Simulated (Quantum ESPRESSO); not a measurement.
Write the native input for Quantum ESPRESSO 7.5 that does the following.

```
Task                : band structure
Functional          : PBE
Potentials or basis : PseudoDojo 0.4.1 SR PBE standard
Cutoff              : 1197 eV
Density cutoff      : 4789 eV
k mesh              : 13 × 13 × 8
Occupations         : fermi-dirac, width 0.05 eV
Spin                : no spin polarisation
Mixing beta         : 0.5
Most SCF iterations : 120
SCF threshold       : 4e-10 Ry
```

The system is Be.

```
Be
1.0
     2.28530    0.00000    0.00000
    -1.14265    1.97913    0.00000
     0.00000    0.00000    3.58420
Be
2
Direct
  0.66667 0.33333 0.75000
  0.33333 0.66667 0.25000
```

These files were run (other wordings do the same):

pw.in

```
&CONTROL
  calculation = 'scf'
  prefix = 'pwscf'
  outdir = './tmp'
  pseudo_dir = './pseudo'
  tprnfor = .true.
  tstress = .true.
  disk_io = 'low'
/
&SYSTEM
  ibrav = 0
  nat = 2
  ntyp = 1
  ecutwfc = 88
  nbnd = 9
  occupations = 'smearing'
  smearing = 'fd'
  degauss = 0.00367493
/
&ELECTRONS
  conv_thr = 4d-10
  electron_maxstep = 120
  mixing_beta = 0.5
/
ATOMIC_SPECIES
Be     9.0122 Be.upf
CELL_PARAMETERS angstrom
   2.2853000000    0.0000000000    0.0000000000
  -1.1426500000    1.9791278553    0.0000000000
   0.0000000000    0.0000000000    3.5842000000
ATOMIC_POSITIONS crystal
Be     0.6666666667    0.3333333333    0.7500000000
Be     0.3333333333    0.6666666667    0.2500000000
K_POINTS automatic
13 13 8 0 0 0
```

bands.in

```
&CONTROL
  calculation = 'bands'
  prefix = 'pwscf'
  outdir = './tmp'
  pseudo_dir = './pseudo'
  disk_io = 'low'
  verbosity = 'high'
/
&SYSTEM
  ibrav = 0
  nat = 2
  ntyp = 1
  ecutwfc = 88
  nbnd = 9
  occupations = 'smearing'
  smearing = 'fd'
  degauss = 0.00367493
/
&ELECTRONS
  conv_thr = 1d-08
  electron_maxstep = 120
  mixing_beta = 0.5
  diago_full_acc = .true.
/
ATOMIC_SPECIES
Be     9.0122 Be.upf
CELL_PARAMETERS angstrom
   2.2853000000    0.0000000000    0.0000000000
  -1.1426500000    1.9791278553    0.0000000000
   0.0000000000    0.0000000000    3.5842000000
ATOMIC_POSITIONS crystal
Be     0.6666666667    0.3333333333    0.7500000000
Be     0.3333333333    0.6666666667    0.2500000000
K_POINTS crystal
60
 0.0000000000  0.0000000000  0.0000000000 1
 0.0714285714  0.0000000000  0.0000000000 1
 0.1428571429  0.0000000000  0.0000000000 1
 0.2142857143  0.0000000000  0.0000000000 1
 0.2857142857  0.0000000000  0.0000000000 1
 0.3571428571  0.0000000000  0.0000000000 1
 0.4285714286  0.0000000000  0.0000000000 1
 0.5000000000  0.0000000000  0.0000000000 1
 0.4583333333  0.0833333333  0.0000000000 1
 0.4166666667  0.1666666667  0.0000000000 1
 0.3750000000  0.2500000000  0.0000000000 1
 0.3333333333  0.3333333333  0.0000000000 1
 0.2962962963  0.2962962963  0.0000000000 1
 0.2592592593  0.2592592593  0.0000000000 1
 0.2222222222  0.2222222222  0.0000000000 1
 0.1851851852  0.1851851852  0.0000000000 1
 0.1481481481  0.1481481481  0.0000000000 1
 0.1111111111  0.1111111111  0.0000000000 1
 0.0740740741  0.0740740741  0.0000000000 1
 0.0370370370  0.0370370370  0.0000000000 1
 0.0000000000  0.0000000000  0.0000000000 1
 0.0000000000  0.0000000000  0.1250000000 1
 0.0000000000  0.0000000000  0.2500000000 1
 0.0000000000  0.0000000000  0.3750000000 1
 0.0000000000  0.0000000000  0.5000000000 1
 0.0625000000  0.0000000000  0.5000000000 1
 0.1250000000  0.0000000000  0.5000000000 1
 0.1875000000  0.0000000000  0.5000000000 1
 0.2500000000  0.0000000000  0.5000000000 1
 0.3125000000  0.0000000000  0.5000000000 1
 0.3750000000  0.0000000000  0.5000000000 1
 0.4375000000  0.0000000000  0.5000000000 1
 0.5000000000  0.0000000000  0.5000000000 1
 0.4666666667  0.0666666667  0.5000000000 1
 0.4333333333  0.1333333333  0.5000000000 1
 0.4000000000  0.2000000000  0.5000000000 1
 0.3666666667  0.2666666667  0.5000000000 1
 0.3333333333  0.3333333333  0.5000000000 1
 0.3030303030  0.3030303030  0.5000000000 1
 0.2727272727  0.2727272727  0.5000000000 1
 0.2424242424  0.2424242424  0.5000000000 1
 0.2121212121  0.2121212121  0.5000000000 1
 0.1818181818  0.1818181818  0.5000000000 1
 0.1515151515  0.1515151515  0.5000000000 1
 0.1212121212  0.1212121212  0.5000000000 1
 0.0909090909  0.0909090909  0.5000000000 1
 0.0606060606  0.0606060606  0.5000000000 1
 0.0303030303  0.0303030303  0.5000000000 1
 0.0000000000  0.0000000000  0.5000000000 1
 0.5000000000  0.0000000000  0.5000000000 1
 0.5000000000  0.0000000000  0.4000000000 1
 0.5000000000  0.0000000000  0.3000000000 1
 0.5000000000  0.0000000000  0.2000000000 1
 0.5000000000  0.0000000000  0.1000000000 1
 0.5000000000  0.0000000000  0.0000000000 1
 0.3333333333  0.3333333333  0.0000000000 1
 0.3333333333  0.3333333333  0.1250000000 1
 0.3333333333  0.3333333333  0.2500000000 1
 0.3333333333  0.3333333333  0.3750000000 1
 0.3333333333  0.3333333333  0.5000000000 1
```

Potentials or basis: PseudoDojo 0.4.1 SR PBE standard.

Command:

```console
$ OMP_NUM_THREADS=1 pw.x -in pw.in > pw.out
$ OMP_NUM_THREADS=1 pw.x -in bands.in > bands.out
```

Results of the run:

```yaml
Pressure: -2.0 GPa
Band_gap_on_the_k_mesh: none (metal or under the smearing width)
```

It took 12 s on 1 thread of Arm Neoverse V2, with other jobs on the host, peak memory 0.08 GiB.
